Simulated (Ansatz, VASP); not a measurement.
## Os: VASP beside Ansatz

File INCAR:

```
SYSTEM = Os
  PREC = Accurate
  ENCUT = 520
  EDIFF = 1E-8
  ISMEAR = -1
  SIGMA = 0.05
  LREAL = .False.
  LASPH = .True.
  NELM = 60
  ALGO = Normal
  ISIF = 2
  LWAVE = .False.
  LCHARG = .False.
  GGA = PS
  LEFG = .True.
  NBANDS = 10
```

Contents of KPOINTS:

```
regular mesh
0
Gamma
  14 14 14
  0 0 0
```

The input POSCAR:

```
Os
1.0
    0.0000000000      1.9450000000      1.8866500000
    1.9450000000      0.0000000000      1.8866500000
    1.9450000000      1.9450000000      0.0000000000
Os
1
Direct
    0.0000000000      0.0000000000      0.0000000000
```

Input for Ansatz:

```yaml
crystal:
  lattice:
    - [0.0, 1.945, 1.88665]
    - [1.945, 0.0, 1.88665]
    - [1.945, 1.945, 0.0]
  atoms:
    - { symbol: Os, position: [0.0, 0.0, 0.0] }
kpoints:
  mp_grid: { grid: [14, 14, 14] }
scf:
  occupations: { method: fermi_dirac, width: 0.05 }
hamiltonian:
  xc: pbesol
  pseudopotentials: { kind: paw }
output:
  forces: true
  stress: true
  eigenvalues: true
  efg: { contact_densities: true }
```

Change from the starting cell: zz strain of -3 %, PAW files.

Alike in both runs: task electric field gradients; functional PBEsol; k mesh 14 × 14 × 14; occupations fermi-dirac, width 0.05 eV; no spin polarisation.

|  | VASP | Ansatz |
| --- | --- | --- |
| version | VASP 6.6.1 | Ansatz 0.2.0 |
| potentials or method | VASP PAW PBE potentials, release 64 (Os) | PAW with Ansatz's default frozen-core files, scalar-relativistic |
| plane-wave cutoff (eV) | 520 | 420 |
| valence electrons in the cell | 8 | 16 |

|  | VASP | Ansatz | Ansatz less VASP |
| --- | --- | --- | --- |
| pressure (GPa) | -8.8 | -9.1 | -0.25 |
| largest component of the traceless stress (GPa) | 6.20 | 6.23 | +0.028 |
| Vzz of the field gradient on the site that differs most (V/Å²) | -3.5 | -0.2 | +3.23 |

The two sets of potentials don't hold the same shells in valence. Ansatz warned: «gradients_without_spin_orbit».

Caveats: the PAW data sets were made with another functional, which shifts forces and pressure a little (VASP). The runs have no spin-orbit coupling, so splittings on Os are missing.
